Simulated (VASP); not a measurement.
Runs of VASP 6.6.1 on MnO. Symmetry: Fm-3m, No. 225, cubic system. Conventional cell: a = 4.448 Å, b = 4.448 Å, c = 4.448 Å, α = 90.00°, β = 90.00°, γ = 90.00°. Around Mn (site symmetry m-3m) lie 6 O at 2.22 Å. Around O (site symmetry m-3m) lie 6 Mn at 2.22 Å. The cell is a database's computed one.

| task | level | potentials or basis | cell | k mesh | cutoff (eV) | ladder | gap on the mesh (eV) | pressure (GPa) | moment (μB) | relaxed volume (Å³/atom) |
| --- | --- | --- | --- | --- | --- | --- | --- | --- | --- | --- |
| single point | PBE | VASP PAW PBE potentials, release 64 (Mn_pv, O) | as given | 10 × 10 × 10 | 520 | - | none | 0.2 | 4.79 | - |
| relaxation of cell and atoms | LDA | VASP PAW LDA potentials, release 64 (Mn_pv, O) | relaxed | 8 × 8 × 8 | 600 | gaps | none | -0.2 | (a) | (b) |
| relaxation of cell and atoms | r2SCAN | VASP PAW PBE potentials, release 64 (Mn_pv, O) | relaxed | 8 × 8 × 8 | 600 | gaps | none | 0.1 | 5.00 | 11.00 |
| relaxation of cell and atoms | PBEsol | VASP PAW PBE potentials, release 64 (Mn_pv, O) | relaxed | 8 × 8 × 8 | 600 | gaps | none | -0.1 | 4.61 | 10.33 |

Alike in all rows: spin collinear, ferromagnetic start; smearing fermi-dirac 0.05 eV.

Problem. Fill in the values left out.

Solution. (a) 3.80; (b) 9.20.

Caveats: a cell with one magnetic atom can't hold antiferromagnetic order, which such compounds often take; semilocal functionals often make such compounds metallic where correlation or magnetic order opens a gap, which also shifts bond lengths; the PAW data sets were made with another functional, which shifts forces and pressure a little (some runs); the volume moved by over 15 % at a fixed basis, so the end points are rough (some runs).

A k mesh can miss the band edges.

A gap of «none» marks a metal or a gap under the smearing width.

Not every run made on this cell is shown here.
